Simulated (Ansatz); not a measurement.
Runs of Ansatz 0.2.0 on ZrH. The structure is tetragonal, space group I-4m2 (No. 119). Conventional cell: a = 3.288 Å, b = 3.288 Å, c = 5.009 Å, α = 90.00°, β = 90.00°, γ = 90.00°. Zr (site symmetry -4m2) has 4 H at 2.07 Å as nearest neighbours. H (site symmetry -4m2) has 4 Zr at 2.07 Å as nearest neighbours. The cell comes from a database or a generator and needn't be the stable form of this composition.

```csv
level,U,hubbard projectors,double counting,gap on the mesh (eV),pressure (GPa)
LDA+U,Zr d U = 2 eV,ortho-atomic (the default),fll (the default),none,(a)
LDA+U,Zr d U = 5 eV,ortho-atomic (the default),fll (the default),none,-2.0
LDA+U,Zr d U = 4 eV,ortho-atomic (the default),fll (the default),none,-3.1
LDA,-,-,-,none,-6.6
LDA+U,Zr d U = 6 eV,ortho-atomic (the default),fll (the default),none,-0.6
LDA+U,Zr d U = 1 eV,ortho-atomic (the default),fll (the default),none,(b)
LDA+U,Zr d U = 3 eV,ortho-atomic (the default),fll (the default),none,-4.0
LDA+U,Zr d U = 8 eV,ortho-atomic (the default),fll (the default),none,(c)
```

Alike in all rows: task band structure; potentials or basis Ansatz PAW; no spin polarisation; cell as given; k mesh 11 × 11 × 11; cutoff (eV) 420; smearing fermi-dirac 0.05 eV.

**Question.** Estimate the missing entries.

**Answer.** (a) -4.9; (b) -5.8; (c) 5.4.

Caveats: the PAW data sets come from PBE, with cores solved anew for the run's functional, which leaves a small shift of forces and pressure; U without spin polarisation on a metal has little footing (some runs); the U is typed as a test and isn't derived for this compound (some runs).

A k mesh can miss the band edges, and the runs leave out spin-orbit coupling on Zr.

A gap of «none» marks a metal or a gap under the smearing width.
